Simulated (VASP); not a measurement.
All values below come from rev-vdW-DF2, VASP's PBE PAW potentials (set 64) (plane waves; VASP).

VASP ran on this input.

### KPOINTS
```
Automatic mesh
0
Gamma
8 8 8
0 0 0
```

**POSCAR**
```
CaF2
1
    0.0000000000     2.7331424553     2.7331424553
    2.7331424553     0.0000000000     2.7331424553
    2.7331424553     2.7331424553     0.0000000000
Ca F
1 2
Direct
  0.0000000000   0.0000000000   0.0000000000
  0.2500000000   0.2500000000   0.2500000000
  0.7500000000   0.7500000000   0.7500000000
```

**INCAR**
```
AGGAC = 0.0
ALGO = Normal
EDIFF = 1E-7
ENCUT = 520
GGA = MK
ISIF = 2
ISMEAR = -5
LASPH = .True.
LCHARG = .True.
LEFG = .True.
LORBIT = 11
LREAL = .False.
LUSE_VDW = .True.
LWAVE = .False.
NEDOS = 601
NELM = 100
PARAM1 = 0.1234568
PARAM2 = 0.7114
PREC = Accurate
SYSTEM = CaF2
ZAB_VDW = -1.8867
```

POTCAR, in this order: Ca_sv F (PBE.64 set). Program: vasp_std.

The resulting files:

### OUTCAR
```
 ion  position               nearest neighbor table
   1  0.000  0.000  0.000-   2 2.37   3 2.37   3 2.37   3 2.37   3 2.37   2 2.37   2 2.37   2 2.37
  LATTYP: Found a face centered cubic cell.
 ALAT       =     5.4662849106
 Subroutine PRICEL returns:
 Original cell was already a primitive cell.
 Subroutine GETGRP returns: Found 48 space group operations
The static configuration has the point symmetry O_h .
The dynamic configuration has the point symmetry O_h .
 Subroutine INISYM returns: Found 48 space group operations
 Subroutine IBZKPT returns following result:
 Found     29 irreducible k-points:

 Following reciprocal coordinates:
            Coordinates               Weight
  0.000000  0.000000  0.000000      1.000000
  0.125000  0.000000  0.000000      8.000000
  0.250000  0.000000  0.000000      8.000000
  0.375000  0.000000  0.000000      8.000000
  0.500000  0.000000  0.000000      4.000000
  0.125000  0.125000  0.000000      6.000000
  0.250000  0.125000  0.000000     24.000000
  0.375000  0.125000  0.000000     24.000000
  0.500000  0.125000  0.000000     24.000000
 -0.375000  0.125000  0.000000     24.000000
 -0.250000  0.125000  0.000000     24.000000
 -0.125000  0.125000  0.000000     12.000000
  0.250000  0.250000  0.000000      6.000000
  0.375000  0.250000  0.000000     24.000000
  0.500000  0.250000  0.000000     24.000000
 -0.375000  0.250000  0.000000     24.000000
 -0.250000  0.250000  0.000000     12.000000
  0.375000  0.375000  0.000000      6.000000
  0.500000  0.375000  0.000000     24.000000
 -0.375000  0.375000  0.000000     12.000000
  0.500000  0.500000  0.000000      3.000000
  0.375000  0.250000  0.125000     24.000000
  0.500000  0.250000  0.125000     48.000000
 -0.375000  0.250000  0.125000     24.000000
  0.500000  0.375000  0.125000     24.000000
 -0.375000  0.375000  0.125000     48.000000
 -0.250000  0.375000  0.125000     24.000000
 -0.375000  0.500000  0.125000     12.000000
 -0.250000  0.500000  0.250000      6.000000
   k-points           NKPTS =     29   k-points in BZ     NKDIM =     29   number of bands    NBANDS=     16
   number of dos      NEDOS =    601   number of ions     NIONS =      3
   total plane-waves  NPLWV =  27000
   dimension x,y,z NGX =    30 NGY =   30 NGZ =   30
   dimension x,y,z NGXF=    60 NGYF=   60 NGZF=   60
   ions per type =               1   2
   PREC   = accura    normal or accurate (medium, high low for compatibility)
   ISTART =      0    job   : 0-new  1-cont  2-samecut
   ICHARG =      2    charge: 1-file 2-atom 10-const
   ISPIN  =      1    spin polarized calculation?
   LNONCOLLINEAR =      F non collinear calculations
   LSORBIT =      F    spin-orbit coupling
   INIWAV =      1    electr: 0-lowe 1-rand  2-diag
   ENCUT  =  520.0 eV  38.22 Ry    6.18 a.u.   7.19  7.19  7.19*2*pi/ulx,y,z
   NELM   =    100;   NELMIN=  2; NELMDL= -5     # of ELM steps
   EDIFF  = 0.1E-06   stopping-criterion for ELM
   LREAL  =      F    real-space projection
   NLSPLINE    = F    spline interpolate recip. space projectors
   LMAXMIX     =    2 max onsite mixed and CHGCAR
   VOSKOWN=      0    Vosko Wilk Nusair interpolation
   EDIFFG = 0.1E-05   stopping-criterion for IOM
   NSW    =      0    number of steps for IOM
   NBLOCK =      1;   KBLOCK =      1    inner block; outer block
   IBRION =     -1    ionic relax: 0-MD 1-quasi-New 2-CG
   NFREE  =      0    steps in history (QN), initial steepest desc. (CG)
   ISIF   =      2    stress and relaxation
   ISYM   =      2    0-nonsym 1-usesym 2-fastsym
   TEIN   =    0.0    initial temperature
   TEBEG  =    0.0;   TEEND  =   0.0 temperature during run
   SMASS  =  -3.00    Nose mass-parameter (am)
   PSTRESS=    0.0 pullay stress
...
```

**OSZICAR**
```
       N       E                     dE             d eps       ncg     rms          rms(c)
DAV:   1     0.228940122180E+03    0.22894E+03   -0.14016E+04   928   0.152E+03
DAV:   2    -0.423493705974E+01   -0.23318E+03   -0.22981E+03  1192   0.391E+02
DAV:   3    -0.132139504246E+02   -0.89790E+01   -0.89712E+01  1096   0.880E+01
DAV:   4    -0.135617705398E+02   -0.34782E+00   -0.34773E+00  1584   0.126E+01
DAV:   5    -0.135641625640E+02   -0.23920E-02   -0.23920E-02  1032   0.108E+00    0.794E+00
DAV:   6    -0.122345570226E+02    0.13296E+01   -0.72148E+00   960   0.190E+01    0.309E+00
DAV:   7    -0.122218582778E+02    0.12699E-01   -0.19405E-01  1256   0.398E+00    0.164E+00
DAV:   8    -0.122185531307E+02    0.33051E-02   -0.27539E-02  1048   0.213E+00    0.187E-01
DAV:   9    -0.122197243177E+02   -0.11712E-02   -0.54955E-03  1384   0.562E-01    0.127E-01
DAV:  10    -0.122199417335E+02   -0.21742E-03   -0.34924E-04   952   0.187E-01    0.268E-02
DAV:  11    -0.122199358187E+02    0.59148E-05   -0.62586E-05  1280   0.755E-02    0.824E-03
DAV:  12    -0.122199369510E+02   -0.11323E-05   -0.85877E-06  1136   0.270E-02    0.285E-03
DAV:  13    -0.122199369724E+02   -0.21390E-07   -0.21253E-06  1416   0.110E-02    0.269E-03
DAV:  14    -0.122199367464E+02    0.22594E-06   -0.45543E-07  1152   0.677E-03    0.412E-04
DAV:  15    -0.122199367519E+02   -0.54702E-08   -0.15897E-08   600   0.129E-03
   1 F= -.12219937E+02 E0= -.12219937E+02  d E =0.000000E+00
```

File OUTCAR:
```
------------------------ aborting loop because EDIFF is reached ----------------------------------------
  FORCE on cell =-STRESS in cart. coord.  units (eV):
  Direction    XX          YY          ZZ          XY          YZ          ZX
  --------------------------------------------------------------------------------------
  Total       -0.0334945     -0.0334945     -0.0334945      0.0000000      0.0000000      0.0000000
  in kB       -1.3142193     -1.3142193     -1.3142193      0.0000000      0.0000000      0.0000000
  external PRESSURE =      -1.3142193 kB  Pullay stress =       0.0000000 kB
  volume of cell :       40.83
      direct lattice vectors                 reciprocal lattice vectors
     0.000000000  2.733142455  2.733142455    -0.182939605  0.182939605  0.182939605
     2.733142455  0.000000000  2.733142455     0.182939605 -0.182939605  0.182939605
     2.733142455  2.733142455  0.000000000     0.182939605  0.182939605 -0.182939605
 POSITION                                       TOTAL-FORCE (eV/Angst)
 -----------------------------------------------------------------------------------
      0.00000      0.00000      0.00000        -0.000000      0.000000     -0.000000
      1.36657      1.36657      1.36657         0.000000     -0.000000     -0.000000
      4.09971      4.09971      4.09971        -0.000000     -0.000000      0.000000
 -----------------------------------------------------------------------------------
    total drift:                                0.000000     -0.000000      0.000000
  FREE ENERGIE OF THE ION-ELECTRON SYSTEM (eV)
  ---------------------------------------------------
  free  energy   TOTEN  =       -12.2199367519 eV

  energy  without entropy=      -12.2199367519  energy(sigma->0) =      -12.21993675

 total charge

# of ion       s       p       d       tot
------------------------------------------
    1        2.020   5.867   0.215   8.102
    2        1.728   4.382   0.000   6.110
    3        1.728   4.382   0.000   6.110
--------------------------------------------------
tot          5.475  14.631   0.215  20.321

 Electric field gradients after diagonalization (V/A^2)
 (convention: |V_zz| > |V_xx| > |V_yy|)
----------------------------------------------------------------------
 ion       V_xx      V_yy      V_zz     asymmetry (V_yy - V_xx)/ V_zz
----------------------------------------------------------------------
   1       0.000     0.000    -0.001       0.000
   2       0.002     0.002    -0.003       0.000
   3       0.002     0.002    -0.003       0.000
```
(Selected blocks of OUTCAR.)

OUTCAR:
```
 val. band max:       -1.1740032458   @ k =   0.5000   0.5000   0.0000

 cond. band min:       5.9490218855   @ k =   0.0000   0.0000   0.0000


 Fermi energy:        -1.1244056407

 k-point     1 :       0.0000    0.0000    0.0000
  band No.  band energies     occupation
      1     -37.0347      2.00000
      2     -20.9584      2.00000
      3     -20.1787      2.00000
      4     -18.0574      2.00000
      5     -18.0574      2.00000
      6     -18.0574      2.00000
      7      -3.2792      2.00000
      8      -3.2792      2.00000
      9      -3.2792      2.00000
     10      -1.4325      2.00000
     11      -1.4325      2.00000
     12      -1.4325      2.00000
     13       5.9490      0.00000
     14       7.9721      0.00000
     15       7.9721      0.00000
     16      10.0530      0.00000

 k-point     2 :       0.1250    0.0000    0.0000
  band No.  band energies     occupation
      1     -37.0298      2.00000
      2     -21.0005      2.00000
      3     -20.2188      2.00000
      4     -18.0636      2.00000
      5     -18.0636      2.00000
      6     -17.9870      2.00000
      7      -3.2093      2.00000
      8      -3.2093      2.00000
      9      -3.1529      2.00000
     10      -1.6147      2.00000
     11      -1.5039      2.00000
     12      -1.5039      2.00000
     13       6.3475      0.00000
     14       8.0021      0.00000
     15       8.0021      0.00000
     16       9.9042      0.00000

 k-point     3 :       0.2500    0.0000    0.0000
  band No.  band energies     occupation
      1     -37.0178      2.00000
      2     -21.0703      2.00000
      3     -20.3479      2.00000
      4     -18.0784      2.00000
      5     -18.0784      2.00000
      6     -17.8097      2.00000
      7      -3.0260      2.00000
      8      -3.0260      2.00000
      9      -2.8544      2.00000
     10      -1.9951      2.00000
     11      -1.6852      2.00000
     12      -1.6852      2.00000
     13       7.2525      0.00000
...
```

The compound is CaF2 in the fluorite structure. It was relaxed first.
